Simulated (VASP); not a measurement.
Write the native input for VASP 6.6.1 that does the following.

```
Task                   : relaxation of cell and atoms
Functional             : LDA
Potentials or basis    : VASP PAW LDA potentials, release 64 (Ta_pv)
Cutoff                 : 600 eV
k mesh                 : 16 × 16 × 16
Occupations            : methfessel-paxton, width 0.1 eV
Spin                   : no spin polarisation
Further INCAR settings : ALGO = Normal; EDIFF = 1e-07; IBRION = 2; EDIFFG = -0.005; NSW = 90; ISIF = 3
```

The structure of Ta lies in POSCAR:

```
Ta                                      
1.0
   -1.6282913206      1.6282913206      1.6282913206
    1.6282913206     -1.6282913206      1.6282913206
    1.6282913206      1.6282913206     -1.6282913206
  Ta            
     1
Direct
     1.0000000000000000    1.0000000000000000    1.0000000000000000
```

The input as run:

INCAR

```
PREC = Accurate
ENCUT = 600
EDIFF = 1E-7
ISMEAR = 1
SIGMA = 0.1
LREAL = F
LASPH = T
NELM = 80
ALGO = Normal
ISIF = 3
LWAVE = F
LCHARG = F
GGA = CA
IBRION = 2
NSW = 90
EDIFFG = -0.005
```

KPOINTS

```
regular mesh
0
Gamma
  16 16 16
```

Potentials or basis: VASP PAW LDA potentials, release 64 (Ta_pv).

Launch:

```sh
$ cat potpaw_LDA.64/Ta_pv/POTCAR > POTCAR
$ mpirun -np 1 vasp_std > vasp.out
```

Results of the run:

The pressure after relaxing is 0.0 GPa and the band gap on the k mesh is none (metal or under the smearing width).

Caveat: the relaxation stopped at its first step, so nothing moved.

It used 7.4 s of CPU time on 1 thread of Intel(R) Xeon(R) Platinum 8559C (Emerald Rapids), with other jobs on the host, which was overloaded at the time.
